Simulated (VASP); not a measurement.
# Sn (I4_1/amd) in VASP: a series of runs, part 2 of 2

VASP 6.6.1.

**4. Relaxation of cell and atoms, PBE+D3(BJ)**

The input, INCAR:

```
PREC = Accurate ; ENCUT = 600
EDIFF = 1E-6 ; ISMEAR = 0
SIGMA = 0.03 ; LREAL = F
LASPH = T ; NELM = 80
ALGO = Normal ; ISIF = 3
LWAVE = F ; LCHARG = F
GGA = PE ; IVDW = 12
IBRION = 2 ; NSW = 90
EDIFFG = -0.01
```

The input, KPOINTS:

```
regular mesh
0
Gamma
  12 12 12
```

The input, POSCAR:

```
Sn
1.0
   -2.9196440750      2.9196440750      1.5938000000
    2.9196440750     -2.9196440750      1.5938000000
    2.9196440750      2.9196440750     -1.5938000000
Sn
2
Direct
    0.0000000000      0.0000000000      0.0000000000
    0.7500000000      0.2500000000      0.5000000000
```

Launch:

```bash
> cat potpaw_PBE.64/Sn_d/POTCAR > POTCAR
> mpirun -np 1 vasp_std > vasp.out
```

Run time: 1.7 min. Hardware: 1 thread of Intel Xeon 6975P-C (Granite Rapids), shared host; peak memory 0.33 GiB.

Results (log left out):

```
Free energy                            : -8.3737 eV
Relaxed volume                         : 27.19 Å³/atom
Relaxed cell                           : a = 4.431 Å, b = 4.431 Å, c = 4.431 Å, α = 97.38°, β = 97.38°, γ = 137.99°
Space group after relaxing (to 0.05 Å) : I4_1/amd (No. 141)
Energy gained by relaxing              : 0.2 meV/atom
Ionic steps                            : 3
Pressure after relaxing                : 0.0 GPa
Band gap on the k mesh                 : none (metal or under the smearing width)
Dispersion energy per atom             : -0.389 eV
```

Step by step:
```tsv
step	energy change (eV)	largest force (eV/Å)	pressure (GPa)	volume (Å³)
1	0.0000	0.0000	0.01	54.34
2	-0.0003	0.0000	0.02	54.36
3	-0.0003	0.0000	0.00	54.37
```

Final structure:
```yaml
crystal:
  lattice:
    - [-2.92520, 2.92520, 1.58860]
    - [2.92520, -2.92520, 1.58860]
    - [2.92520, 2.92520, -1.58860]
  atoms:
    - { symbol: Sn, position: [0.00000, 0.00000, 0.00000] }
    - { symbol: Sn, position: [0.75000, 0.25000, 0.50000] }
```

Levels at points of the mesh, in eV from the Fermi level:
```
           k point  band 11  band 12  band 13  band 14  band 15  band 16  band 17  band 18
(0.00, 0.00, 0.00)   -11.12    -3.67    -1.98    -1.98     2.97     6.19     6.19     6.88
(0.50, 0.00, 0.00)    -6.90    -5.38    -2.32    -1.71    -1.12     2.26     2.85     4.67
(0.50, 0.50, 0.00)    -8.89    -8.89     0.58     0.58     1.56     1.56     6.06     6.06
(0.50, 0.50, 0.50)    -7.56    -7.56    -4.80    -4.80     5.09     5.09     9.34     9.34
```

Caveat: pairwise dispersion overbinds metals, which lowers pressure and volume.

**5. Relaxation of cell and atoms, PBE+D3(BJ)**

The input, INCAR:

```
PREC = Accurate ; ENCUT = 600
EDIFF = 1E-7 ; ISMEAR = 0
SIGMA = 0.03 ; LREAL = F
LASPH = T ; NELM = 80
ALGO = Normal ; ISIF = 3
LWAVE = F ; LCHARG = F
GGA = PE ; IVDW = 12
IBRION = 2 ; NSW = 90
EDIFFG = -0.005
```

KPOINTS is that of step 4.

The input, POSCAR:

```
Sn                                      
1.0
   -2.9252004960      2.9252004960      1.5885966372
    2.9252004960     -2.9252004960      1.5885966372
    2.9252004960      2.9252004960     -1.5885966372
  Sn            
     2
Direct
     0.0000000000000000    0.0000000000000000    0.0000000000000000
     0.7500000000000000    0.2500000000000000    0.5000000000000000
```

Launch:

```bash
> cat potpaw_PBE.64/Sn_d/POTCAR > POTCAR
> mpirun -np 1 vasp_std > vasp.out
```

Run time: 1.9 min. Hardware: 1 thread of Intel Xeon 6975P-C (Granite Rapids), shared host; peak memory 0.33 GiB.

Results (log left out):

* Free energy: -8.3737 eV
* Relaxed volume: 27.17 Å³/atom
* Relaxed cell: a = 4.431 Å, b = 4.431 Å, c = 4.431 Å, α = 97.38°, β = 97.38°, γ = 137.99°
* Space group after relaxing (to 0.05 Å): I4_1/amd (No. 141)
* Energy gained by relaxing: 0.0 meV/atom
* Ionic steps: 3
* Pressure after relaxing: 0.0 GPa
* Band gap on the k mesh: none (metal or under the smearing width)
* Dispersion energy per atom: -0.389 eV

Final structure:
```xyz
2
Lattice="-2.9249 2.9249 1.5882 2.9249 -2.9249 1.5882 2.9249 2.9249 -1.5882" Properties=species:S:1:pos:R:3 pbc="T T T"
Sn    0.0000    0.0000    0.0000
Sn    0.0000    2.9249    0.7941
```

Levels at points of the mesh, in eV from the Fermi level:
| k point | band 10 | band 11 | band 12 | band 13 | band 14 | band 15 | band 16 | band 17 | band 18 |
| --- | --- | --- | --- | --- | --- | --- | --- | --- | --- |
| (0.00, 0.00, 0.00) | -21.16 | -11.12 | -3.67 | -1.99 | -1.99 | 2.97 | 6.19 | 6.19 | 6.89 |
| (0.50, 0.00, 0.00) | -21.23 | -6.90 | -5.38 | -2.32 | -1.71 | -1.13 | 2.25 | 2.85 | 4.67 |
| (0.50, 0.50, 0.00) | -21.29 | -8.89 | -8.89 | 0.58 | 0.58 | 1.56 | 1.56 | 6.07 | 6.07 |
| (0.50, 0.50, 0.50) | -21.35 | -7.56 | -7.56 | -4.80 | -4.80 | 5.10 | 5.10 | 9.34 | 9.34 |

Caveat: pairwise dispersion overbinds metals, which lowers pressure and volume.

**6. Relaxation of shape and atoms at fixed volume, PBE+D3(BJ) (a relaxed cell with its volume scaled by 0.94)**

The input, INCAR:

```
PREC = Accurate ; ENCUT = 600
EDIFF = 1E-7 ; ISMEAR = 0
SIGMA = 0.03 ; LREAL = F
LASPH = T ; NELM = 80
ALGO = Fast ; ISIF = 4
LWAVE = F ; LCHARG = F
GGA = PE ; IVDW = 12
IBRION = 2 ; NSW = 40
EDIFFG = -0.01
```

KPOINTS is that of step 5.

The input, POSCAR:

```
Sn                                      
1.0
   -2.8651517055      2.8651517055      1.5557466307
    2.8651517055     -2.8651517055      1.5557466307
    2.8651517055      2.8651517055     -1.5557466307
  Sn            
     2
Direct
     0.0000000000000000    0.0000000000000000    0.0000000000000000
     0.7500000000000000    0.2500000000000000    0.5000000000000000
```

Potentials or basis: VASP PAW PBE potentials, release 64 (Sn_d).

Launch:

```bash
> cat potpaw_PBE.64/Sn_d/POTCAR > POTCAR
> mpirun -np 1 vasp_std > vasp.out
```

It took 2.7 min on 1 thread of Intel Xeon 6975P-C (Granite Rapids), shared host; peak memory 0.33 GiB.

The run converged. Its results:

```yaml
Free_energy: -8.3362 eV
Energy_gained_by_relaxing: 0.1 meV/atom
Ionic_steps: 3
Pressure_after_relaxing: 3.9 GPa
Band_gap_on_the_k_mesh: none (metal or under the smearing width)
Dispersion_energy_per_atom: -0.414 eV
```

Stress tensor (GPa, compression positive):
```
3.85 0.00 0.00
0.00 3.85 0.00
0.00 0.00 3.94
```

Step by step:
| step | energy change (eV) | largest force (eV/Å) | pressure (GPa) |
| --- | --- | --- | --- |
| 1 | 0.0000 | 0.0000 | 3.91 |
| 2 | -0.0002 | 0.0000 | 3.91 |
| 3 | -0.0003 | 0.0000 | 3.88 |

Final structure:
```cif
data_structure
_symmetry_space_group_name_H-M 'P 1'
_symmetry_Int_Tables_number 1
_cell_length_a 4.3472
_cell_length_b 4.3472
_cell_length_c 4.3472
_cell_angle_alpha 97.283
_cell_angle_beta 97.283
_cell_angle_gamma 138.286
_cell_volume 51.09
loop_
_atom_site_label
_atom_site_type_symbol
_atom_site_fract_x
_atom_site_fract_y
_atom_site_fract_z
_atom_site_occupancy
Sn1 Sn 0.00000 0.00000 0.00000 1
Sn2 Sn 0.75000 0.25000 0.50000 1
```

Levels at points of the mesh, in eV from the Fermi level:
```csv
k point,band 12,band 13,band 14,band 15,band 16,band 17
"(0.00, 0.00, 0.00)",-3.58,-2.20,-2.20,2.83,6.43,6.43
"(0.50, 0.00, 0.00)",-5.59,-2.28,-1.89,-1.21,2.20,2.98
"(0.50, 0.50, 0.00)",-9.26,0.52,0.52,1.60,1.60,6.46
"(0.50, 0.50, 0.50)",-7.77,-5.18,-5.18,5.45,5.45,9.84
```

Caveat: pairwise dispersion overbinds metals, which lowers pressure and volume.

**7. Summary**

| task | level | cell | gap on the mesh (eV) | pressure (GPa) | relaxed volume (Å³/atom) |
| --- | --- | --- | --- | --- | --- |
| relaxation of cell and atoms | AM05 | relaxed | none | 0.0 | 26.82 |
| relaxation of cell and atoms | PBE+D3(BJ) | relaxed | none | 0.0 | 27.17 |
| relaxation of shape and atoms at fixed volume | PBE+D3(BJ) | atoms relaxed at fixed volume from: a relaxed cell with its volume scaled by 0.94 | none | 3.9 | - |

Alike in all rows: potentials or basis VASP PAW PBE potentials, release 64 (Sn_d); no spin polarisation; k mesh 12 × 12 × 12; cutoff (eV) 600; smearing gaussian 0.03 eV.

Caveats: pairwise dispersion overbinds metals, which lowers pressure and volume (some runs); the PAW data sets were made with another functional, which shifts forces and pressure a little (some runs).

Absolute energies hang on the potentials; compare differences alone.
